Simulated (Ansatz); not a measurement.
**Cs: pressure up to the limit of the methods**

An exercise on one series of results from a longer session: the logs are not shown, and one member is left open.

Method: DFT, PBE, PAW with Ansatz's default frozen-core files, scalar-relativistic, in Ansatz 0.2.0.

## The starting structure

It takes space group Pm-3m (No. 221, cubic). The conventional cell has a = 5.012 Å, b = 5.012 Å, c = 5.012 Å, α = 90.00°, β = 90.00°, γ = 90.00°.

Structure file:

```xyz
1
Lattice="5.0116 0.0000 0.0000 0.0000 5.0116 0.0000 0.0000 0.0000 5.0116" Properties=species:S:1:pos:R:3 pbc="T T T"
Cs    0.0000    0.0000    0.0000
```

Whether this phase is the stable one at these pressures isn't tested.

Set-up of the first run:

The input, input.yaml:

```yaml
crystal:
  lattice:
    - [5.011611945, 0.0, 0.0]
    - [0.0, 5.011611945, 0.0]
    - [0.0, 0.0, 5.011611945]
  atoms:
    - { symbol: Cs, position: [0.0, 0.0, 0.0] }
kpoints:
  mp_grid: { grid: [8, 8, 8] }
scf:
  occupations: { method: fermi_dirac, width: 0.08 }
hamiltonian:
  xc: pbe
  pseudopotentials: { kind: paw }
output:
  forces: true
  stress: true
relax:
  f_tol: 0.005
  max_steps: 40
  cell: {}
```

Started as:

```console
$ ansatz run input.yaml --threads 1 --pin off --max-ram 2048MiB --backend cpu --events-out ev --progress --plain --runs-dir out
```

Steps of the session up to this table: Cell relaxed at zero pressure, PAW; Volume scaled by 1, PAW; Volume scaled by 0.95, PAW; Volume scaled by 0.85, PAW; Volume scaled by 0.75, PAW; Volume scaled by 0.65, PAW; Volume scaled by 0.55, PAW; Volume scaled by 0.45, PAW; Volume scaled by 0.4, PAW; Volume scaled by 0.4, PAW (cutoff 300 eV).

One table of the session follows, with a row left open; its other results are not shown here.

 The rows PAW, 0.4 and PAW (cutoff 300 eV), 0.4 agree to the last digit and may rest on the same set-up.

| method | volume over the first | volume (Å³/atom) | pressure (GPa) |
| --- | --- | --- | --- |
| PAW | 1 | 125.873 | 0.03 |
| PAW | 0.95 | 119.579 | 0.12 |
| PAW | 0.85 | 106.992 | 0.37 |
| PAW | 0.75 | 94.405 | 0.73 |
| PAW | 0.65 | 81.817 | 1.22 |
| PAW | 0.55 | 69.230 | 1.92 |
| PAW | 0.45 | ? | ? |
| PAW | 0.4 | 50.349 | 3.87 |
| PAW (cutoff 300 eV) | 0.4 | 50.349 | 3.87 |

Q: Estimate the row for PAW, 0.45 from the others.

As computed: volume (Å³/atom): 56.643; pressure (GPa): 2.99. In the column «volume (Å³/atom)» it lies between PAW (cutoff 300 eV), 0.4 (50.349) and PAW, 0.55 (69.230).

To keep in mind: Warnings in the runs' records: cutoff below recommended.
